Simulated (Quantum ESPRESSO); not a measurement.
# Se (P-1) in Quantum ESPRESSO: reference runs

Reference runs on Se: the cell as given.

Everything below comes from runs of Quantum ESPRESSO 7.5. Logs are shortened: lines on timing, memory, paths and dates and some standing lists are left out, and cuts for length are marked.

### 1 The crystal as given

The typed cell holds 1 atom: a = 2.845 Å, b = 3.182 Å, c = 2.803 Å, α = 109.75°, β = 99.22°, γ = 117.80°.

This isn't the form of Se at room conditions, which is trigonal, of chains.

### 2 Single point, PBE

File pw.in:

```
&CONTROL
  calculation = 'scf'
  prefix = 'pwscf'
  outdir = './tmp'
  pseudo_dir = './pseudo'
  tprnfor = .true.
  tstress = .true.
  disk_io = 'nowf'
/
&SYSTEM
  ibrav = 0
  nat = 1
  ntyp = 1
  ecutwfc = 55
  ecutrho = 440
  nbnd = 8
  occupations = 'smearing'
  smearing = 'fd'
  degauss = 0.00367493
/
&ELECTRONS
  conv_thr = 2d-10
  electron_maxstep = 120
  mixing_beta = 0.5
/
ATOMIC_SPECIES
Se    78.9710 Se_pbe_v1.uspp.F.UPF
CELL_PARAMETERS angstrom
  -1.6464361800    1.8448745700    1.4061711000
   1.8910981800   -1.9035463200    1.7095048500
   1.5559664200    1.8130765700   -1.4648428500
ATOMIC_POSITIONS crystal
Se     0.0000000000    0.0000000000    0.0000000000
K_POINTS automatic
11 11 11 0 0 0
```

Potentials or basis: SSSP 1.3 efficiency PBE.

Launch:

```
$ OMP_NUM_THREADS=1 pw.x -in pw.in > pw.out
```

pw.out:

```text
This program is part of the open-source Quantum ESPRESSO suite
     for quantum simulation of materials; please cite
         "P. Giannozzi et al., J. Phys.:Condens. Matter 21 395502 (2009);
         "P. Giannozzi et al., J. Phys.:Condens. Matter 29 465901 (2017);
         "P. Giannozzi et al., J. Chem. Phys. 152 154105 (2020);
     in publications or presentations arising from this work. More details at

     Message from routine setup:
     using ibrav=0 with symmetry is DISCOURAGED, use correct ibrav instead

     G-vector sticks info
     --------------------
     sticks:   dense  smooth     PW     G-vecs:    dense   smooth      PW
     Sum         993     497    183                20491     7259    1591

     Using Slab Decomposition

     bravais-lattice index     =            0
     lattice parameter (alat)  =       5.3755  a.u.
     unit-cell volume          =     131.7019 (a.u.)^3
     number of atoms/cell      =            1
     number of atomic types    =            1
     number of electrons       =         6.00
     number of Kohn-Sham states=            8
     kinetic-energy cutoff     =      55.0000  Ry
     charge density cutoff     =     440.0000  Ry
     scf convergence threshold =      2.0E-10
     mixing beta               =       0.5000
     number of iterations used =            8  plain     mixing
     Exchange-correlation= SLA  PW   PBE  PBE
                           (   1   4   3   4   0   0   0)

     celldm(1)=   5.375476  celldm(2)=   0.000000  celldm(3)=   0.000000
     celldm(4)=   0.000000  celldm(5)=   0.000000  celldm(6)=   0.000000

     crystal axes: (cart. coord. in units of alat)
               a(1) = (  -0.578798   0.648558   0.494334 )
               a(2) = (   0.664808  -0.669184   0.600969 )
               a(3) = (   0.546994   0.637380  -0.514959 )

     reciprocal axes: (cart. coord. in units 2 pi/alat)
               b(1) = ( -0.045339  0.791461  0.931454 )
               b(2) = (  0.765496  0.032622  0.853492 )
               b(3) = (  0.849828  0.797832 -0.051710 )

     PseudoPot. # 1 for Se read from file:
     Se_pbe_v1.uspp.F.UPF
     Pseudo is Ultrasoft + core correction, Zval =  6.0
     Generated by new atomic code, or converted to UPF format
     Using radial grid of  877 points,  6 beta functions with:
                l(1) =   0
                l(2) =   0
                l(3) =   1
                l(4) =   1
                l(5) =   2
                l(6) =   2
     Q(r) pseudized with  8 coefficients,  rinner =    1.300   1.300   1.300
                                                       1.300   1.300

     atomic species   valence    mass     pseudopotential
     Se                6.00    78.97100     Se( 1.00)

      2 Sym. Ops., with inversion, found

   Cartesian axes

     site n.     atom                  positions (alat units)
         1        Se     tau(   1) = (   0.0000000   0.0000000   0.0000000  )

     number of k points=   666  Fermi-Dirac smearing, width (Ry)=  0.0037

     Number of k-points >= 100: set verbosity='high' to print them.

     Dense  grid:    20491 G-vectors     FFT dimensions: (  36,  45,  36)

     Smooth grid:     7259 G-vectors     FFT dimensions: (  25,  30,  25)

     Initial potential from superposition of free atoms

     starting charge       5.9999, renormalised to       6.0000
     Starting wfcs are    4 randomized atomic wfcs +    4 random wfcs

     Self-consistent Calculation

     iteration #  1     ecut=    55.00 Ry     beta= 0.50
     Davidson diagonalization with overlap
     ethr =  1.00E-02,  avg # of iterations =  5.7

     Threshold (ethr) on eigenvalues was too large:
     Diagonalizing with lowered threshold

     Davidson diagonalization with overlap
     c_bands:  1 eigenvalues not converged
     ethr =  2.46E-05,  avg # of iterations =  5.8

     total energy              =     -43.55821846 Ry
     estimated scf accuracy    <       0.00147665 Ry

     iteration #  2     ecut=    55.00 Ry     beta= 0.50
     Davidson diagonalization with overlap
     ethr =  2.46E-05,  avg # of iterations =  1.0

     total energy              =     -43.55832235 Ry
     estimated scf accuracy    <       0.00023728 Ry

     iteration #  3     ecut=    55.00 Ry     beta= 0.50
     Davidson diagonalization with overlap
     c_bands:  1 eigenvalues not converged
     c_bands:  1 eigenvalues not converged
     c_bands:  1 eigenvalues not converged
     c_bands:  1 eigenvalues not converged
     c_bands:  1 eigenvalues not converged
     ethr =  3.95E-06,  avg # of iterations =  4.3

     total energy              =     -43.55836860 Ry
     estimated scf accuracy    <       0.00000872 Ry

     iteration #  4     ecut=    55.00 Ry     beta= 0.50
     Davidson diagonalization with overlap
     c_bands:  1 eigenvalues not converged
     c_bands:  1 eigenvalues not converged
     ethr =  1.45E-07,  avg # of iterations =  4.8

     total energy              =     -43.55838350 Ry
     estimated scf accuracy    <       0.00000004 Ry

     iteration #  5     ecut=    55.00 Ry     beta= 0.50
     Davidson diagonalization with overlap
     c_bands:  1 eigenvalues not converged
     ethr =  6.90E-10,  avg # of iterations =  5.4

     total energy              =     -43.55838369 Ry
     estimated scf accuracy    <          4.7E-09 Ry

     iteration #  6     ecut=    55.00 Ry     beta= 0.50
     Davidson diagonalization with overlap
     ethr =  7.82E-11,  avg # of iterations =  2.2

     End of self-consistent calculation

     Number of k-points >= 100: set verbosity='high' to print the bands.

     the Fermi energy is     8.9810 ev

!    total energy              =     -43.55838370 Ry
     estimated scf accuracy    <          8.8E-11 Ry
     smearing contrib. (-TS)   =      -0.00054892 Ry
     internal energy E=F+TS    =     -43.55783477 Ry

     The total energy is F=E-TS. E is the sum of the following terms:
     one-electron contribution =       5.70119575 Ry
     hartree contribution      =       0.78715217 Ry
     xc contribution           =     -29.65596336 Ry
     ewald contribution        =     -20.39021933 Ry

     convergence has been achieved in   6 iterations

     Forces acting on atoms (cartesian axes, Ry/au):

     atom    1 type  1   force =     0.00000000    0.00000000    0.00000000

     Total force =     0.000000     Total SCF correction =     0.000000

     Computing stress (Cartesian axis) and pressure

          total   stress  (Ry/bohr**3)                   (kbar)     P=       44.10
   0.00032350  -0.00021689   0.00032594           47.59      -31.91       47.95
  -0.00021689   0.00005138  -0.00020671          -31.91        7.56      -30.41
   0.00032594  -0.00020671   0.00052445           47.95      -30.41       77.15

=------------------------------------------------------------------------------=
   JOB DONE.
=------------------------------------------------------------------------------=
```

It took 66 s on 1 thread of Intel Xeon Platinum 8259CL at 2.50GHz (Skylake/Cascade Lake), shared host; peak memory 0.18 GiB.

What came out:

```
Free energy            : -592.6420 eV
Pressure               : 4.4 GPa
Band gap on the k mesh : none (metal or under the smearing width)
```

Levels at points of the mesh, in eV from the Fermi level:
| k point | band 1 | band 2 | band 3 | band 4 | band 5 | band 6 | band 7 | band 8 |
| --- | --- | --- | --- | --- | --- | --- | --- | --- |
| (0.00, 0.00, 0.00) | -16.58 | 2.21 | 3.13 | 3.76 | 10.23 | 11.09 | 12.60 | 13.82 |
